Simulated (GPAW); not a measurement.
# HfO2 (P4_2/mnm) in GPAW: further runs

One crystal, HfO2, is run at these levels: LDA; tasks: band structure, equation of state.

Program: GPAW 26.7.0. These are calculated values, not measurements. Logs are shortened: lines on timing, memory, paths and dates and some standing lists are left out, and cuts for length are marked. The log counts tension as positive stress, the text compression.

## Step 1: Starting point

The structure is tetragonal, space group P4_2/mnm (No. 136). The conventional cell has a = 4.814 Å, b = 4.814 Å, c = 3.205 Å, α = 90.00°, β = 90.00°, γ = 90.00°. Around Hf (site symmetry mmm) lie 6 O at 2.08 Å. O (site symmetry m2m) has 3 Hf at 2.08 Å as nearest neighbours.

Measurements of this composition are mostly on another form, of space group No. 14.

## Step 2: Band structure, LDA

run.py

```python
from ase import Atoms
from ase.dft.bandgap import bandgap
from ase.io import write
from ase.units import GPa
from gpaw import GPAW, PW

atoms = Atoms(['Hf', 'Hf', 'O', 'O', 'O', 'O'],
              cell=[[4.81353299, 0.0, 0.0],
                    [0.0, 4.81353299, 0.0],
                    [0.0, 0.0, 3.20541541]],
              scaled_positions=[[0.5, 0.5, 0.5],
                                [0.0, 0.0, 0.0],
                                [0.80504488, 0.19495512, 0.5],
                                [0.69495512, 0.69495512, 0.0],
                                [0.30504488, 0.30504488, 0.0],
                                [0.19495512, 0.80504488, 0.5]],
              pbc=True)

calc = GPAW(mode=PW(800),
            xc='LDA',
            kpts={'size': (4, 4, 6), 'gamma': True},
            occupations={'name': 'fermi-dirac', 'width': 0.05},
            nbands=43,
            convergence={'density': 1e-05, 'energy': 1e-05},
            maxiter=150,
            txt='gpaw.txt')
atoms.calc = calc
energy = atoms.get_potential_energy()
forces = atoms.get_forces()
stress = atoms.get_stress()
calc.write('gs.gpw')
write('result.traj', atoms)
print(f'Energy: {energy:.6f} eV')
print('Forces (eV/A):')
print(forces.round(4))
print('Stress (GPa):', (stress / GPa).round(3))
print('Fermi level:', round(calc.get_fermi_level(), 4), 'eV')
print(f'Gap: {bandgap(calc)[0]:.4f} eV, direct: {bandgap(calc, direct=True)[0]:.4f} eV')

path = atoms.cell.bandpath('GXMGZRAZ,XR,MA', npoints=100, eps=1e-4)
bs_calc = calc.fixed_density(kpts=path, symmetry='off', nbands=62,
                             convergence={'bands': 'CBM+6.0', 'eigenstates': 1e-6}, txt='bands.txt')
bs = bs_calc.band_structure()
bs.write('bs.json')
print(f'Gap on the path: {bandgap(bs_calc)[0]:.4f} eV')
```

Potentials or basis: the program's PAW data sets (release 1.2.1) made for this functional, pw.

The run is started by

```sh
> OMP_NUM_THREADS=1 python run.py
```

gpaw.txt:

```text
__  _  _
 | _ |_)|_||  |
 |__||  | ||/\| - 26.7.0

Input parameters:
  mode=PW(ecut=800.0),
  convergence={'density': 1e-05, 'energy': 1e-05},
  kpts=MonkhorstPack(size=(4, 4, 6), gamma=True),
  maxiter=150,
  nbands=43,
  occupations=Occupations(name='fermi-dirac', width=0.05),
  xc=XC(name='LDA')

Diagonalizing LCAO Hamiltonian
Converting LCAO to pw mode
    .-----------.
   /|           |
  / |           |
 *  | O         |
 |  .----HfO----.
 | /       O   /
 |/   O       /
 Hf----------*

Atoms  # Å, Bohr magnetons
|   | symbol |        x |        y |        z |    initial magnetic moments |
|---|--------|----------|----------|----------|-----------------------------|
| 0 |     Hf | 2.406766 | 2.406766 | 1.602708 | ( 0.0000,  0.0000,  0.0000) |
| 1 |     Hf | 0.000000 | 0.000000 | 0.000000 | ( 0.0000,  0.0000,  0.0000) |
| 2 |      O | 3.875110 | 0.938423 | 1.602708 | ( 0.0000,  0.0000,  0.0000) |
| 3 |      O | 3.345189 | 3.345189 | 0.000000 | ( 0.0000,  0.0000,  0.0000) |
| 4 |      O | 1.468344 | 1.468344 | 0.000000 | ( 0.0000,  0.0000,  0.0000) |
| 5 |      O | 0.938423 | 3.875110 | 1.602708 | ( 0.0000,  0.0000,  0.0000) |

Unit cell  # Å
| periodic |        x |        y |        z |  lengths |    angles |
|----------|----------|----------|----------|----------|-----------|
|      yes | 4.813533 | 0.000000 | 0.000000 | 4.813533 | 90.000000 |
|      yes | 0.000000 | 4.813533 | 0.000000 | 4.813533 | 90.000000 |
|      yes | 0.000000 | 0.000000 | 3.205415 | 3.205415 | 90.000000 |

Number of symmetries: 8
Symmetry operations  # r_c * U_cc + t_c -> r_c
|   | kind |            matrix            |
|---|------|------------------------------|
| 0 |  E   |  1, 0, 0,  0, 1, 0,  0, 0, 1 |
| 1 |  σ   |  1, 0, 0,  0, 1, 0,  0, 0,-1 |
| 2 |  σ   |  0, 1, 0,  1, 0, 0,  0, 0, 1 |
| 3 |  C2  |  0, 1, 0,  1, 0, 0,  0, 0,-1 |
| 4 |  σ   |  0,-1, 0, -1, 0, 0,  0, 0, 1 |
| 5 |  C2  |  0,-1, 0, -1, 0, 0,  0, 0,-1 |
| 6 |  C2  | -1, 0, 0,  0,-1, 0,  0, 0, 1 |
| 7 |  i   | -1, 0, 0,  0,-1, 0,  0, 0,-1 |

BZ-sampling:
  Number of BZ points: 96
  Number of IBZ points: 28

  Monkhorst-Pack size: [4, 4, 6]
  Monkhorst-Pack shift: [0.125, 0.125, 0.08333333333333333]

K-points  # in reciprocal-cell coordinates
|     |                                coordinates |     weight |
|-----|--------------------------------------------|------------|
|   0 | (  0.00000000,   0.00000000,   0.00000000) | 0.01041667 |
|   1 | (  0.00000000,   0.00000000,   0.16666667) | 0.02083333 |
|   2 | (  0.00000000,   0.00000000,   0.33333333) | 0.02083333 |
|   3 | (  0.00000000,   0.00000000,   0.50000000) | 0.01041667 |
|   4 | (  0.25000000,  -0.25000000,   0.00000000) | 0.02083333 |
|   5 | (  0.25000000,  -0.25000000,   0.16666667) | 0.04166667 |
|   6 | (  0.25000000,  -0.25000000,   0.33333333) | 0.04166667 |
|   7 | (  0.25000000,  -0.25000000,   0.50000000) | 0.02083333 |
|   8 | (  0.25000000,   0.00000000,   0.00000000) | 0.04166667 |
|   9 | (  0.25000000,   0.00000000,   0.16666667) | 0.08333333 |
| ... |                                            |            |
|  27 | (  0.50000000,   0.50000000,   0.50000000) | 0.01041667 |

Plane wave coefficients: 3848
Cutoff: 800.0 eV

Spin-components: 1 (collinear spins)
Bands:           43
Projectors:      32
Spin-degeneracy: 2
Datatype:        complex128

Parallelization:
  kpt:    1
  domain: 1
  band:   1

Density:
  Valence electrons: 48.0
  Components: 1
  Grid points: [32 32 21]
  Charge: 0.0  # |e|

Potential:
  Grid points: [32 32 21]

species:
  Hf:
    name:    Hafnium
    Z:       72.0
    valence: 12
    core:    60
    charge:  0.0  # [|e|]
    compensation charges:
      type: gauss
      rc: 0.41  # [Å]
      lmax: 2
    cutoffs:
      filter: 2.36  # [Å]
      core: 4.02  # [Å]
    projectors
    | kind |    occ | energy [eV] | rcut [Å] |
    |------|--------|-------------|----------|
    |   5s |  2.000 |     -66.988 |    1.397 |
    |   6s |  2.000 |      -5.250 |    1.397 |
    |   5p |  6.000 |     -35.740 |    1.307 |
    |   6p |  0.000 |      -1.470 |    1.307 |
    |   5d |  2.000 |      -2.880 |    1.334 |
    |    d |        |      24.331 |    1.334 |

    Using partial waves for Hf as LCAO basis

  O:
    name:    Oxygen
    Z:       8.0
    valence: 6
    core:    2
    charge:  0.0  # [|e|]
    compensation charges:
      type: gauss
      rc: 0.21  # [Å]
      lmax: 2
    cutoffs:
      filter: 1.17  # [Å]
      core: 0.83  # [Å]
    projectors
    | kind |    occ | energy [eV] | rcut [Å] |
    |------|--------|-------------|----------|
    |   2s |  2.000 |     -23.752 |    0.688 |
    |   2p |  4.000 |      -9.195 |    0.598 |
    |    s |        |       3.459 |    0.688 |
    |    p |        |      18.016 |    0.598 |
    |    d |        |       0.000 |    0.619 |

    Using partial waves for O as LCAO basis

Reference energy: -827394.289250  # eV

eigensolver:
  PPCG
  Converge bands: occupied
  niter=2

density mixing:
  MSR1-Mixer
  Pratt-step length: 0.05
  Maximum mixing coefficient: 0.75
  Old densities: 10
  SVD Regularization: 0.005
  Good broyden scale: 1.0
  Trust region scale: 1.0
  Backstep threshold: 4.0
  History deletion threshold: 6.0
  Fourier metric: weight=20.0, sigma=0.015

occupation numbers:
  Fermi-Dirac:
    width: 0.0500  # eV

poisson solver:
  ecut: 6400.0  # eV

xc functional:
  name: None

convergence criteria:
- Maximum integral of absolute [dens]ity change: 1e-05 electrons / valence electron
- Maximum [total energy] change in last 3 cyles: 1e-05 eV / valence electron
- Maximum integral of absolute [eigenst]ate change: 4e-08 eV^2 / valence electron
maximum number of iterations: 150

SCF iterations
|iter     | |      energy | eigst |  dens |
|---------|-|-------------|-------|-------|
|iter:   1| |  -69.658309 | +0.25 |       |
|iter:   2| |  -67.504614 | -1.75 | -0.81 |
|iter:   3| |  -61.981635 | -0.85 | -0.86 |
|iter:   4| |  -61.922816 | -2.44 | -1.47 |
|iter:   5| |  -61.907449 | -3.05 | -1.72 |
|iter:   6| |  -61.906288 | -4.50 | -2.75 |
|iter:   7| |  -61.906305 | -6.14 | -3.31 |
|iter:   8| |  -61.906306c| -7.16 | -3.87 |
|iter:   9| |  -61.906306c| -8.14c| -4.60 |
|iter:  10| |  -61.906306c| -7.91c| -4.97 |
|iter:  11| |  -61.906306c| -8.84c| -5.55c|

Converged in 11 steps
Energy contributions relative to reference atoms: (reference = -827394.289250)

Energy contributions:
  Kinetic:          58.540508
  Coulomb:         -67.479246
  Zero:              0.456248
  External:          0.000000
  Xc:              -53.423816
  Entropy:          -0.000000
  Spinorbit:         0.000000
  ----------------------------
  Free energy:     -61.906306
  Extrapolated:    -61.906306

dipole moment: (-17.566084, -17.566084, -29.616962)  # |e|*Ang

Fermi level: 6.688
Eigenvalues  # (at kpt = [0.000, 0.000, 0.000])
| band index |      eig [eV] | occ [0-2] |
|------------|---------------|-----------|
|          0 |       -54.575 |     2.000 |
|        ... |               |           |
|         16 |         2.046 |     2.000 |
|         17 |         3.774 |     2.000 |
|         18 |         3.774 |     2.000 |
|         19 |         4.006 |     2.000 |
|         20 |         4.916 |     2.000 |
|         21 |         5.169 |     2.000 |
[... 8 lines left out ...]
|         30 |        13.467 |     0.000 |
|         31 |        14.020 |     0.000 |
|        ... |               |           |
|         42 |        25.224 |     0.000 |

Gap: 3.786 eV
Transition (v -> c):
  (s=0, k=0, n=23, [0.00, 0.00, 0.00]) -> (s=0, k=0, n=24, [0.00, 0.00, 0.00])
No difference between direct/indirect transitions

Forces  # eV/Ang
|        x |        y |       z |
|----------|----------|---------|
|  0.00000 | -0.00000 | 0.00000 |  # Hf   0
|  0.00000 |  0.00000 | 0.00000 |  # Hf   1
|  0.03324 | -0.03324 | 0.00000 |  # O    2
| -0.03317 | -0.03317 | 0.00000 |  # O    3
|  0.03317 |  0.03317 | 0.00000 |  # O    4
| -0.03324 |  0.03324 | 0.00000 |  # O    5

Stress tensor  # eV/Ang^3
|        x |        y |        z |
|----------|----------|----------|
| 0.022796 | 0.000000 | 0.000000 |
| 0.000000 | 0.022796 | 0.000000 |
| 0.000000 | 0.000000 | 0.030929 |

# Writing to gs.gpw (mode='')
```

It took 3.9 min on 1 thread of AMD EPYC 7R43 (Zen 3), shared host; peak memory 0.8 GiB.

What came out:

```yaml
Free_energy: -61.9063 eV
Pressure: -4.1 GPa
Largest_force: 0.047 eV/Å
Band_gap_on_the_k_mesh: 3.79 eV, direct
Band_gap_along_the_path: 3.79 eV, direct
```

Forces on the atoms (eV/Å):
```
Hf   0.000  0.000  0.000
Hf   0.000  0.000  0.000
O    0.033 -0.033  0.000
O   -0.033 -0.033  0.000
O    0.033  0.033  0.000
O   -0.033  0.033  0.000
```

Stress tensor (GPa, compression positive):
```
-3.65  0.00  0.00
 0.00 -3.65  0.00
 0.00  0.00 -4.96
```

Levels at the corners of the path, in eV from the valence-band top:
| point | band 20 | band 21 | band 22 | band 23 | band 24 | band 25 | band 26 | band 27 | band 28 | band 29 |
| --- | --- | --- | --- | --- | --- | --- | --- | --- | --- | --- |
| Γ | -1.64 | -0.73 | -0.48 | -0.48 | 0.00 | 3.79 | 3.96 | 5.07 | 5.44 | 5.44 |
| X | -2.81 | -1.48 | -1.48 | -0.68 | -0.68 | 4.48 | 4.48 | 6.08 | 6.08 | 6.36 |
| M | -1.83 | -1.14 | -1.14 | -0.83 | -0.83 | 4.05 | 4.05 | 5.50 | 5.50 | 6.53 |
| Γ | -1.64 | -0.73 | -0.48 | -0.48 | 0.00 | 3.79 | 3.96 | 5.07 | 5.44 | 5.44 |
| Z | -2.19 | -2.08 | -2.08 | -0.98 | -0.98 | 5.48 | 5.48 | 5.96 | 5.96 | 5.98 |
| R | -1.84 | -1.79 | -1.79 | -0.94 | -0.94 | 4.00 | 4.00 | 6.20 | 6.20 | 6.81 |
| A | -2.05 | -1.12 | -1.12 | -0.51 | -0.51 | 4.97 | 4.97 | 5.73 | 5.73 | 6.30 |
| Z | -2.19 | -2.08 | -2.08 | -0.98 | -0.98 | 5.48 | 5.48 | 5.96 | 5.96 | 5.98 |
| X | -2.81 | -1.48 | -1.48 | -0.68 | -0.68 | 4.48 | 4.48 | 6.08 | 6.08 | 6.36 |
| R | -1.84 | -1.79 | -1.79 | -0.94 | -0.94 | 4.00 | 4.00 | 6.20 | 6.20 | 6.81 |
| M | -1.83 | -1.14 | -1.14 | -0.83 | -0.83 | 4.05 | 4.05 | 5.50 | 5.50 | 6.53 |
| A | -2.05 | -1.12 | -1.12 | -0.51 | -0.51 | 4.97 | 4.97 | 5.73 | 5.73 | 6.30 |

Caveat: spin-orbit coupling is left out, which moves the levels of the heavy elements.

## Step 3: Equation of state, LDA

run.py

```python
from ase import Atoms
from ase.eos import EquationOfState
from ase.io import Trajectory
from ase.units import GPa
from gpaw import GPAW, PW

atoms = Atoms(['Hf', 'Hf', 'O', 'O', 'O', 'O'],
              cell=[[4.81353299, 0.0, 0.0],
                    [0.0, 4.81353299, 0.0],
                    [0.0, 0.0, 3.20541541]],
              scaled_positions=[[0.5, 0.5, 0.5],
                                [0.0, 0.0, 0.0],
                                [0.80504488, 0.19495512, 0.5],
                                [0.69495512, 0.69495512, 0.0],
                                [0.30504488, 0.30504488, 0.0],
                                [0.19495512, 0.80504488, 0.5]],
              pbc=True)

traj = Trajectory('eos.traj', 'w')
volumes, energies = [], []
for x in [0.94, 0.96, 0.98, 1.0, 1.02, 1.04, 1.06]:
    a = atoms.copy()
    a.set_cell(atoms.cell * x**(1 / 3), scale_atoms=True)
    calc = GPAW(mode=PW(800),
                xc='LDA',
                kpts={'size': (4, 4, 6), 'gamma': True},
                occupations={'name': 'fermi-dirac', 'width': 0.05},
                nbands=43,
                convergence={'density': 1e-05, 'energy': 1e-05},
                maxiter=150,
                txt=f'eos-{x:.2f}.txt')
    a.calc = calc
    energies.append(a.get_potential_energy(force_consistent=True))
    volumes.append(a.get_volume())
    p = -a.get_stress()[:3].mean() / GPa
    calc.write(f'eos-{x:.2f}.gpw')
    traj.write(a)
    print(f'{x:.2f} {volumes[-1]:10.4f} A^3 {energies[-1]:14.6f} eV {p:9.3f} GPa', flush=True)

v0, e0, B = EquationOfState(volumes, energies, eos='birchmurnaghan').fit()
print(f'V0 = {v0:.4f} A^3, E0 = {e0:.6f} eV, B0 = {B / GPa:.2f} GPa')
```

Potentials or basis: the program's PAW data sets (release 1.2.1) made for this functional, pw.

The run is started by

```sh
> OMP_NUM_THREADS=1 python run.py
```

Wall time 10 min (1 thread of AMD EPYC 7R43 (Zen 3), shared host); peak memory 0.58 GiB.

Results (log left out):

- Equilibrium volume: 12.18 Å³/atom
- Bulk modulus at fixed shape and positions: 249 GPa
- Pressure derivative of the bulk modulus: 4.3

Energy against volume, from the lowest point:
| volume (Å³/atom) | energy (meV/atom) |
| --- | --- |
| 11.636 | 20.15 |
| 11.883 | 5.61 |
| 12.131 | 0.00 |
| 12.378 | 2.36 |
| 12.626 | 11.89 |
| 12.873 | 27.87 |
| 13.121 | 49.64 |

Caveat: the cell was scaled at fixed shape and fractional positions, which overstates the stiffness of a crystal with free parameters, most of all of layers and chains. Spin-orbit coupling is left out, which matters for the levels of Hf.

## Step 4: For comparison

An earlier run on the cell as given: functional PBE; potentials or basis GPAW PAW data sets (gpaw-data 1.2.1); cutoff 800 eV; basis pw; k mesh 6 × 6 × 8; occupations fermi-dirac, width 0.05 eV; no spin polarisation.

* Pressure: 9.5 GPa
* Largest force: 0.088 eV/Å
* Band gap on the k mesh: 4.00 eV, direct

## Step 5: Summary

| task | level | potentials or basis | k mesh | band path | band points | gap on the mesh (eV) | pressure (GPa) | largest force (eV/Å) |
| --- | --- | --- | --- | --- | --- | --- | --- | --- |
| band structure | LDA | the program's PAW data sets (release 1.2.1) made for this functional, pw | 4 × 4 × 6 | GXMGZRAZ,XR,MA | 100 | 3.79 | -4.1 | 0.05 |
| equation of state | LDA | the program's PAW data sets (release 1.2.1) made for this functional, pw | 4 × 4 × 6 | - | - | - | - | - |
| single point | PBE | GPAW PAW data sets (gpaw-data 1.2.1), pw | 6 × 6 × 8 | - | - | 4.00 | 9.5 | 0.09 |

Alike in all rows: no spin polarisation; cell as given; cutoff (eV) 800; smearing fermi-dirac 0.05 eV.

Caveats: spin-orbit coupling is left out, which moves the levels of the heavy elements (some runs); the cell was scaled at fixed shape and fractional positions, which overstates the stiffness of a crystal with free parameters, most of all of layers and chains (some runs).

Absolute energies hang on the potentials; compare differences alone.
